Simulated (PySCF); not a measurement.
# Nb (Fm-3m) in PySCF: a series of runs

One crystal, Nb, is run at these levels: PBE0 form with 25 % exact exchange, PBE0 form with 35 % exact exchange, PBE0 form with 50 % exact exchange; tasks: atomic charges.

Everything below comes from runs of PySCF 2.14.0. Logs are shortened: lines on timing, memory, paths and dates and some standing lists are left out, and cuts for length are marked.

### 1 The structure

The structure is cubic, space group Fm-3m (No. 225). The conventional cell has a = 4.230 Å, b = 4.230 Å, c = 4.230 Å, α = 90.00°, β = 90.00°, γ = 90.00°. Nb (site symmetry m-3m) is surrounded by 12 Nb at 2.99 Å.

This isn't the form of Nb at room conditions, which is bcc.

### 2 Atomic charges, PBE0 form with 25 % exact exchange

Contents of run.py:

```python
import json
import numpy as np
from pyscf.pbc import gto, scf, dft, df

cell = gto.Cell()
cell.basis = 'DZVP-MOLOPT-HYB-GTH-q13'
cell.pseudo = 'GTH-HYB-q13'
cell.fromfile('Nb.xyz')
cell.ke_cutoff = 58  # hartree
cell.exp_to_discard = 0.02
cell.precision = 1e-08
cell.max_memory = 5880  # MB
cell.verbose = 4
cell.build()

res = {}
kpts = cell.make_kpts([2, 2, 2])
mf = dft.KRKS(cell, kpts, xc='0.25*HF + 0.75*GGA_X_PBE, GGA_C_PBE', exxdiv='ewald')
mf = mf.density_fit()
mf.with_df._cderi = 'cderi.h5'  # three-centre integrals saved by an earlier run on this cell, basis and mesh
mf.grids = dft.gen_grid.UniformGrids(cell)
mf = mf.smearing(sigma=0.00183747, method='fermi')  # hartree
mf.conv_tol = 1e-07
mf.max_cycle = 60

mf.kernel()
res.update(converged=bool(mf.converged), e_tot=mf.e_tot, nelec=cell.nelectron, nao=cell.nao, mesh=list(map(int, cell.mesh)), a=cell.lattice_vectors().tolist(), coords=cell.atom_coords().tolist(),
           mo_energy=[np.real(x).tolist() for x in mf.mo_energy], mo_occ=[np.real(x).tolist() for x in mf.mo_occ])
res.update(e_free=mf.e_free, e_zero=mf.e_zero)
res.update(kpts=cell.get_scaled_kpts(kpts).tolist())
res['parts'] = {k: float(np.real(v)) for k, v in mf.scf_summary.items() if np.isscalar(v)}
json.dump(res, open('results.json', 'w'))
if not mf.converged:
    raise SystemExit('SCF not converged')

print('levels (eV)')
for i, kp in enumerate(res['kpts'][:40]):
    print('k %7.4f %7.4f %7.4f  ' % tuple(kp), ' '.join('%.3f' % (x * 27.211386) for x in res['mo_energy'][i][:12]))

# Mulliken populations
dm, s = np.asarray(mf.make_rdm1()), np.asarray(mf.get_ovlp())
sites = cell.aoslice_by_atom()[:, 2:]
tot = np.einsum('kij,kji->i', dm, s).real / len(kpts)
res['mulliken'] = [cell.atom_charge(i) - tot[a0:a1].sum() for i, (a0, a1) in enumerate(sites)]
print('Mulliken charges', np.round(res['mulliken'], 5))
res['meta_lowdin'] = mf.mulliken_meta()[1].tolist()
res['done'] = True
json.dump(res, open('results.json', 'w'))
```

Contents of Nb.xyz:

```xyz
1
Lattice="0.0000000000 2.1150000000 2.1150000000 2.1150000000 0.0000000000 2.1150000000 2.1150000000 2.1150000000 0.0000000000" Properties=species:S:1:pos:R:3 pbc="T T T"
Nb     0.0000000000      0.0000000000      0.0000000000
```

Potentials or basis: DZVP-MOLOPT-HYB/GTH-HYB (UZH) (potentials made for PBE0).

Launch:

```console
> OMP_NUM_THREADS=4 python -u run.py > log
```

Log:

```text
pyscf/pbc/gto/cell.py:1403: UserWarning: Electron number 13 and spin 0 are not consistent in cell

  warnings.warn('Electron number %d and spin %d are not consistent '
Discarded 0 diffused primitive functions, 0 contracted functions

******** <class 'pyscf.pbc.scf.smearing.SmearingKRKS'> ********
method = SmearingKRKS
initial guess = minao
damping factor = 0
level_shift factor = 0
DIIS = <class 'pyscf.scf.diis.CDIIS'>
diis_start_cycle = 1
diis_space = 8
diis_damp = 0
SCF conv_tol = 1e-07
SCF conv_tol_grad = None
SCF max_cycles = 60
direct_scf = True
direct_scf_tol = 1e-13

******** PBC SCF flags ********
N kpts = 8
Exchange divergence treatment (exxdiv) = ewald
    madelung (= occupied orbital energy shift) = 0.2867854048265276
    Total energy shift due to Ewald probe charge = -1/2 * Nelec*madelung = -1.86410513137
Smearing method = fermi
DF object = <pyscf.pbc.df.df.GDF object>
XC functionals = 0.25*HF + 0.75*GGA_X_PBE, GGA_C_PBE
small_rho_cutoff = 0
Uniform grid, mesh = [21 21 21]
Set gradient conv threshold to 0.000316228

******** <class 'pyscf.pbc.df.rsdf_builder._RSNucBuilder'> ********
mesh = [9 9 9] (729 PWs)
ke_cutoff = 9.88555941244396
omega = 0.3895966395823137
exclude_d_aux = False
exclude_dd_block = True
j2c_eig_always = False
has_long_range = True
nelec by numeric integration = 12.999999999999577
init E= -57.620391677773
    sigma = 0.00183747  Optimized mu = 0.585767150457  entropy = 1.17150071272
nelec by numeric integration = 12.999999999999982
    Total E(T) = -56.5713051026512  Free energy = -56.5734577000658  E0 = -56.5723814013585
cycle= 1 E= -56.5713051026512  delta_E= 1.05  |g|= 1.17  |ddm|= 14.8
    sigma = 0.00183747  Optimized mu = 0.70205017934  entropy = 0.477398065089
nelec by numeric integration = 12.999999999999911
    Total E(T) = -56.6456560163947  Free energy = -56.6465332210173  E0 = -56.646094618706
cycle= 2 E= -56.6456560163947  delta_E= -0.0744  |g|= 0.684  |ddm|= 8.19
    sigma = 0.00183747  Optimized mu = 0.665884990376  entropy = 0.477385642547
nelec by numeric integration = 12.999999999999996
    Total E(T) = -56.6742454342276  Free energy = -56.6751226160242  E0 = -56.6746840251259
cycle= 3 E= -56.6742454342276  delta_E= -0.0286  |g|= 0.0131  |ddm|= 2.76
    sigma = 0.00183747  Optimized mu = 0.671450644961  entropy = 0.477385626304
nelec by numeric integration = 12.999999999999993
    Total E(T) = -56.6742663459004  Free energy = -56.6751435276671  E0 = -56.6747049367837
cycle= 4 E= -56.6742663459004  delta_E= -2.09e-05  |g|= 0.000988  |ddm|= 0.0902
    sigma = 0.00183747  Optimized mu = 0.671215957615  entropy = 0.477385626317
nelec by numeric integration = 13.0
    Total E(T) = -56.6742672995214  Free energy = -56.6751444812882  E0 = -56.6747058904048
cycle= 5 E= -56.6742672995214  delta_E= -9.54e-07  |g|= 0.000156  |ddm|= 0.0239
    sigma = 0.00183747  Optimized mu = 0.671280632632  entropy = 0.477385626074
nelec by numeric integration = 12.999999999999996
    Total E(T) = -56.6742673227625  Free energy = -56.6751445045289  E0 = -56.6747059136457
cycle= 6 E= -56.6742673227625  delta_E= -2.32e-08  |g|= 5.28e-06  |ddm|= 0.00426
    sigma = 0.00183747  Optimized mu = 0.671281100233  entropy = 0.477385611673
nelec by numeric integration = 12.999999999999998
    Total E(T) = -56.6742673229851  Free energy = -56.675144504725  E0 = -56.6747059138551
Extra cycle  E= -56.6742673229851  delta_E= -2.23e-10  |g|= 6.24e-06  |ddm|= 0.000484
converged SCF energy = -56.6742673229851
levels (eV)
k  0.0000  0.0000  0.0000   -40.704 -14.678 -14.678 -14.678 10.335 18.301 18.301 18.301 21.692 21.692 33.290 38.704
k  0.0000  0.0000  0.5000   -40.458 -16.185 -14.861 -14.861 12.823 16.909 16.909 20.129 24.039 24.039 30.084 33.510
k -0.0000  0.5000  0.0000   -40.458 -16.185 -14.861 -14.861 12.823 16.909 16.909 20.129 24.039 24.039 30.084 33.510
k  0.0000  0.5000  0.5000   -40.376 -16.090 -15.213 -15.213 12.471 13.374 22.487 23.933 24.698 24.698 31.063 31.063
k  0.5000 -0.0000 -0.0000   -40.458 -16.185 -14.861 -14.861 12.823 16.909 16.909 20.129 24.039 24.039 30.084 33.510
k  0.5000  0.0000  0.5000   -40.376 -16.090 -15.213 -15.213 12.471 13.374 22.487 23.933 24.698 24.698 31.063 31.063
k  0.5000  0.5000  0.0000   -40.376 -16.090 -15.213 -15.213 12.471 13.374 22.487 23.933 24.698 24.698 31.063 31.063
k  0.5000  0.5000  0.5000   -40.458 -16.185 -14.861 -14.861 12.823 16.909 16.909 20.129 24.039 24.039 30.084 33.510
Mulliken charges [-0.]
 ** Mulliken pop on meta-lowdin orthogonal AOs **
 ** Mulliken pop  **
pop of  0 Nb 4s           1.97038
pop of  0 Nb 5s           1.41588
pop of  0 Nb 6s           0.04180
pop of  0 Nb 4px          1.66415
pop of  0 Nb 4py          1.74383
pop of  0 Nb 4pz          1.74383
pop of  0 Nb 5px          0.11202
pop of  0 Nb 5py          0.28363
pop of  0 Nb 5pz          0.28363
pop of  0 Nb 4dxy         0.50729
pop of  0 Nb 4dyz         0.57466
pop of  0 Nb 4dz^2        0.50729
pop of  0 Nb 4dxz         0.59911
pop of  0 Nb 4dx2-y2      0.96055
pop of  0 Nb 5dxy         0.11849
pop of  0 Nb 5dyz         0.06606
pop of  0 Nb 5dz^2        0.11849
pop of  0 Nb 5dxz         0.10655
pop of  0 Nb 5dx2-y2      0.01345
pop of  0 Nb 4f-3         0.01919
pop of  0 Nb 4f-2         0.04583
pop of  0 Nb 4f-1         0.01415
pop of  0 Nb 4f+0         0.04003
pop of  0 Nb 4f+1         0.01415
pop of  0 Nb 4f+2         0.01636
pop of  0 Nb 4f+3         0.01919
 ** Mulliken atomic charges  **
charge of    0Nb =     -0.00000
```

It took 32 s on 4 threads of AMD EPYC, shared host; peak memory 0.26 GiB.

Results:

```
Free energy            : -1542.2092 eV
Band gap on the k mesh : none (metal or under the smearing width)
```

Caveat: the k mesh is coarse (spacing up to 1.29 Å⁻¹), so the values aren't converged, least of all with exact exchange; on so small a mesh gaps with full-range exact exchange can be off by tenths of an eV to over 1 eV; the basis of atomic orbitals isn't converged, which shifts pressures, moduli and gaps.

### 3 Atomic charges, PBE0 form with 35 % exact exchange

Changes to run.py since step 2:

```diff
@@ -17,3 +17,3 @@
 kpts = cell.make_kpts([2, 2, 2])
-mf = dft.KRKS(cell, kpts, xc='0.25*HF + 0.75*GGA_X_PBE, GGA_C_PBE', exxdiv='ewald')
+mf = dft.KRKS(cell, kpts, xc='0.35*HF + 0.65*GGA_X_PBE, GGA_C_PBE', exxdiv='ewald')
 mf = mf.density_fit()
```

Nb.xyz is that of step 2.

Potentials or basis: DZVP-MOLOPT-HYB/GTH-HYB (UZH) (potentials made for PBE0).

Launch:

```console
> OMP_NUM_THREADS=4 python -u run.py > log
```

Log:

```text
pyscf/pbc/gto/cell.py:1403: UserWarning: Electron number 13 and spin 0 are not consistent in cell

  warnings.warn('Electron number %d and spin %d are not consistent '
Discarded 0 diffused primitive functions, 0 contracted functions

******** <class 'pyscf.pbc.scf.smearing.SmearingKRKS'> ********
method = SmearingKRKS
initial guess = minao
damping factor = 0
level_shift factor = 0
DIIS = <class 'pyscf.scf.diis.CDIIS'>
diis_start_cycle = 1
diis_space = 8
diis_damp = 0
SCF conv_tol = 1e-07
SCF conv_tol_grad = None
SCF max_cycles = 60
direct_scf = True
direct_scf_tol = 1e-13

******** PBC SCF flags ********
N kpts = 8
Exchange divergence treatment (exxdiv) = ewald
    madelung (= occupied orbital energy shift) = 0.2867854048265276
    Total energy shift due to Ewald probe charge = -1/2 * Nelec*madelung = -1.86410513137
Smearing method = fermi
DF object = <pyscf.pbc.df.df.GDF object>
XC functionals = 0.35*HF + 0.65*GGA_X_PBE, GGA_C_PBE
small_rho_cutoff = 0
Uniform grid, mesh = [21 21 21]
Set gradient conv threshold to 0.000316228

******** <class 'pyscf.pbc.df.rsdf_builder._RSNucBuilder'> ********
mesh = [9 9 9] (729 PWs)
ke_cutoff = 9.88555941244396
omega = 0.3895966395823137
exclude_d_aux = False
exclude_dd_block = True
j2c_eig_always = False
has_long_range = True
[... 14 lines left out ...]
    sigma = 0.00183747  Optimized mu = 0.675046881317  entropy = 0.477385626221
nelec by numeric integration = 12.999999999999996
    Total E(T) = -56.6666336722234  Free energy = -56.66751085399  E0 = -56.6670722631067
cycle= 4 E= -56.6666336722234  delta_E= -2.62e-05  |g|= 0.00153  |ddm|= 0.0976
    sigma = 0.00183747  Optimized mu = 0.674696760392  entropy = 0.477385626154
nelec by numeric integration = 13.0
    Total E(T) = -56.6666362896897  Free energy = -56.6675134714562  E0 = -56.6670748805729
cycle= 5 E= -56.6666362896897  delta_E= -2.62e-06  |g|= 0.000272  |ddm|= 0.0387
    sigma = 0.00183747  Optimized mu = 0.674851089804  entropy = 0.477385613537
nelec by numeric integration = 12.999999999999996
    Total E(T) = -56.6666363738916  Free energy = -56.6675135556349  E0 = -56.6670749647632
cycle= 6 E= -56.6666363738916  delta_E= -8.42e-08  |g|= 9.14e-06  |ddm|= 0.00819
    sigma = 0.00183747  Optimized mu = 0.674848340529  entropy = 0.477384031077
nelec by numeric integration = 12.999999999999991
    Total E(T) = -56.6666364065627  Free energy = -56.6675135853983  E0 = -56.6670749959805
Extra cycle  E= -56.6666364065627  delta_E= -3.27e-08  |g|= 6.4e-05  |ddm|= 0.00514
converged SCF energy = -56.6666364065627
levels (eV)
k  0.0000  0.0000  0.0000   -42.367 -15.769 -15.769 -15.769 9.857 18.398 18.398 18.399 22.069 22.069 33.786 39.273
k  0.0000  0.0000  0.5000   -42.105 -17.373 -15.960 -15.960 12.361 16.533 16.533 20.475 24.538 24.538 30.694 34.008
k -0.0000  0.5000  0.0000   -42.105 -17.373 -15.960 -15.960 12.361 16.533 16.533 20.475 24.538 24.538 30.694 34.008
k  0.0000  0.5000  0.5000   -42.018 -17.274 -16.338 -16.338 11.971 12.908 22.873 24.400 25.223 25.223 31.566 31.566
k  0.5000 -0.0000 -0.0000   -42.105 -17.373 -15.960 -15.960 12.361 16.533 16.533 20.475 24.538 24.538 30.694 34.008
k  0.5000  0.0000  0.5000   -42.018 -17.274 -16.338 -16.338 11.971 12.908 22.873 24.400 25.223 25.223 31.566 31.566
k  0.5000  0.5000  0.0000   -42.018 -17.273 -16.338 -16.338 11.971 12.908 22.873 24.400 25.223 25.223 31.566 31.566
k  0.5000  0.5000  0.5000   -42.105 -17.373 -15.960 -15.960 12.361 16.533 16.533 20.475 24.538 24.538 30.694 34.008
Mulliken charges [0.]
 ** Mulliken pop on meta-lowdin orthogonal AOs **
 ** Mulliken pop  **
pop of  0 Nb 4s           1.97032
pop of  0 Nb 5s           1.41707
pop of  0 Nb 6s           0.04195
pop of  0 Nb 4px          1.66344
pop of  0 Nb 4py          1.74315
pop of  0 Nb 4pz          1.74315
pop of  0 Nb 5px          0.11218
pop of  0 Nb 5py          0.28425
pop of  0 Nb 5pz          0.28425
pop of  0 Nb 4dxy         0.50433
pop of  0 Nb 4dyz         0.57502
pop of  0 Nb 4dz^2        0.50428
pop of  0 Nb 4dxz         0.59944
pop of  0 Nb 4dx2-y2      0.95848
pop of  0 Nb 5dxy         0.11984
pop of  0 Nb 5dyz         0.06725
pop of  0 Nb 5dz^2        0.11983
pop of  0 Nb 5dxz         0.10821
pop of  0 Nb 5dx2-y2      0.01398
pop of  0 Nb 4f-3         0.01928
pop of  0 Nb 4f-2         0.04595
pop of  0 Nb 4f-1         0.01423
pop of  0 Nb 4f+0         0.04016
pop of  0 Nb 4f+1         0.01423
pop of  0 Nb 4f+2         0.01646
pop of  0 Nb 4f+3         0.01928
 ** Mulliken atomic charges  **
charge of    0Nb =     -0.00000
```

Run time: 31 s. Hardware: 4 threads of AMD EPYC, shared host; peak memory 0.27 GiB.

What came out:

| Property | Result |
| --- | --- |
| Free energy | -1542.0016 eV |
| Band gap on the k mesh | none (metal or under the smearing width) |

Caveat: the k mesh is coarse (spacing up to 1.29 Å⁻¹), so the values aren't converged, least of all with exact exchange; on so small a mesh gaps with full-range exact exchange can be off by tenths of an eV to over 1 eV; the basis of atomic orbitals isn't converged, which shifts pressures, moduli and gaps.

### 4 Atomic charges, PBE0 form with 50 % exact exchange

Changes to run.py since step 3:

```diff
@@ -17,3 +17,3 @@
 kpts = cell.make_kpts([2, 2, 2])
-mf = dft.KRKS(cell, kpts, xc='0.35*HF + 0.65*GGA_X_PBE, GGA_C_PBE', exxdiv='ewald')
+mf = dft.KRKS(cell, kpts, xc='0.5*HF + 0.5*GGA_X_PBE, GGA_C_PBE', exxdiv='ewald')
 mf = mf.density_fit()
```

Nb.xyz is that of step 3.

Launch:

```console
> OMP_NUM_THREADS=4 python -u run.py > log
```

Run time: 38 s. Hardware: 4 threads of AMD EPYC, shared host; peak memory 0.27 GiB.

The run converged. Its results:

```yaml
Free_energy: -1541.6961 eV
Band_gap_on_the_k_mesh: none (metal or under the smearing width)
```

Levels at points of the mesh, in eV from the Fermi level:
```tsv
k point	band 3	band 4	band 5	band 6	band 7	band 8	band 9	band 10
(0.00, 0.00, 0.00)	-35.91	-35.91	-9.38	0.03	0.03	0.04	4.12	4.12
(0.00, 0.00, 0.50)	-36.12	-36.12	-6.84	-2.54	-2.54	2.48	6.78	6.78
(0.00, 0.50, 0.00)	-36.12	-36.12	-6.84	-2.54	-2.54	2.48	6.78	6.78
(0.00, 0.50, 0.50)	-36.53	-36.53	-7.29	-6.30	4.94	6.59	7.50	7.50
(0.50, 0.00, 0.00)	-36.12	-36.12	-6.84	-2.54	-2.54	2.48	6.78	6.78
(0.50, 0.00, 0.50)	-36.53	-36.53	-7.29	-6.30	4.94	6.59	7.50	7.50
(0.50, 0.50, 0.00)	-36.53	-36.53	-7.29	-6.30	4.94	6.59	7.50	7.50
(0.50, 0.50, 0.50)	-36.12	-36.12	-6.84	-2.54	-2.54	2.48	6.78	6.78
```

Caveat: the k mesh is coarse (spacing up to 1.29 Å⁻¹), so the values aren't converged, least of all with exact exchange; on so small a mesh gaps with full-range exact exchange can be off by tenths of an eV to over 1 eV; the basis of atomic orbitals isn't converged, which shifts pressures, moduli and gaps.

### 5 Summary

```csv
level,share of exact exchange,gap on the mesh (eV)
PBE0 form with 25 % exact exchange,0.25,none
PBE0 form with 35 % exact exchange,0.35,none
PBE0 form with 50 % exact exchange,0.5,none
```

Alike in all rows: task atomic charges; potentials or basis DZVP-MOLOPT-HYB/GTH-HYB (UZH) (potentials made for PBE0); no spin polarisation; cell as given; k mesh 2 × 2 × 2; smearing fermi-dirac 0.05 eV; the mesh is coarse, so values aren't converged.

Caveats: all runs use coarse meshes; on so small a mesh gaps with full-range exact exchange can be off by tenths of an eV to over 1 eV; the basis of atomic orbitals isn't converged, which shifts pressures, moduli and gaps.

Absolute energies hang on the potentials; compare differences alone.
